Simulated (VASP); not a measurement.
A run of VASP 6.6.1:

Contents of INCAR:

```
PREC = Accurate
ENCUT = 520
EDIFF = 1E-6
ISMEAR = 0
SIGMA = 0.014
LREAL = F
LASPH = T
NELM = 80
ALGO = Fast
ISIF = 2
LWAVE = F
LCHARG = T
GGA = PE
LELF = T
LVHAR = T
```

File KPOINTS:

```
regular mesh
0
Gamma
  3 6 6
```

File POSCAR:

```
SnSe
1.0
   11.4200000000      0.0000000000      0.0000000000
    0.0000000000      4.1900000000      0.0000000000
    0.0000000000      0.0000000000      4.4600000000
Sn Se
4 4
Direct
    0.8770000000      0.7500000000      0.9090000000
    0.6230000000      0.2500000000      0.4090000000
    0.3770000000      0.7500000000      0.5910000000
    0.1230000000      0.2500000000      0.0910000000
    0.6430000000      0.7500000000      0.9840000000
    0.8570000000      0.2500000000      0.4840000000
    0.1430000000      0.7500000000      0.5160000000
    0.3570000000      0.2500000000      0.0160000000
```

Potentials or basis: VASP PAW PBE potentials, release 64 (Sn_d, Se).

The run is started by

```console
$ cat potpaw_PBE.64/Sn_d/POTCAR potpaw_PBE.64/Se/POTCAR > POTCAR
$ mpirun -np 1 vasp_std > vasp.out
```

Hardware: 1 thread of Intel(R) Xeon(R) Platinum 8375C CPU @ 2.90GHz (Ice Lake) (shared host).

Q: Estimate the wall time of this run.

A: Run time: 23 min on 1 thread of Intel(R) Xeon(R) Platinum 8375C CPU @ 2.90GHz (Ice Lake), with other jobs on the host, peak memory 0.46 GiB. Counts: scf iterations 26, k points 32.
